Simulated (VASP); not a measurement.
Runs of VASP 6.6.1 on LiF (Griceite). It takes space group Fm-3m (No. 225, cubic). The conventional cell has a = 4.028 Å, b = 4.028 Å, c = 4.028 Å, α = 90.00°, β = 90.00°, γ = 90.00°. F (site symmetry m-3m) is surrounded by 6 Li at 2.01 Å. Around Li (site symmetry m-3m) lie 6 F at 2.01 Å. 

```csv
task,potentials or basis,cell,cutoff (eV),smearing,gap on the mesh (eV),pressure (GPa),relaxed volume (Å³/atom)
band structure,"VASP PAW PBE potentials, release 64 (F, Li)",as given,500,fermi-dirac 0.05 eV,9.07,-,-
relaxation of cell and atoms,"VASP PAW PBE potentials, release 64 (F_GW, Li_GW)",relaxed,630,fermi-dirac 0.05 eV,8.73,-0.1,8.47
relaxation of cell and atoms,"VASP PAW PBE potentials, release 64 (F, Li)",relaxed,580,fermi-dirac 0.05 eV,8.85,0.1,8.38
band structure,"VASP PAW PBE potentials, release 64 (F, Li_sv)",as given,520,fermi-dirac 0.05 eV,9.09,-,-
band structure,"VASP PAW PBE potentials, release 64 (F_GW, Li_sv_GW)",as given,600,fermi-dirac 0.05 eV,(a),(b),-
single point,"VASP PAW PBE potentials, release 64 (F, Li_sv)",as given,520,gaussian 0.029 eV,9.09,-,-
relaxation of cell and atoms,"VASP PAW PBE potentials, release 64 (F, Li_sv)",relaxed,600,fermi-dirac 0.05 eV,8.90,-0.1,8.35
relaxation of cell and atoms,"VASP PAW PBE potentials, release 64 (F_GW, Li_sv_GW)",relaxed,680,fermi-dirac 0.05 eV,8.85,0.0,8.36
```

Alike in all rows: level PBE; no spin polarisation; k mesh 11 × 11 × 11.

Question: Estimate the missing entries.

Answer: (a) 9.06; (b) 1.7.

Caveats: an odd mesh through Γ misses points on the zone boundary, where band edges often lie (some runs); the cutoff is under 1.25 times the usual one of these potentials, so pressure, stress and relaxed cells hold a basis-set (Pulay) error (some runs).

The runs don't all hold the same shells in valence.
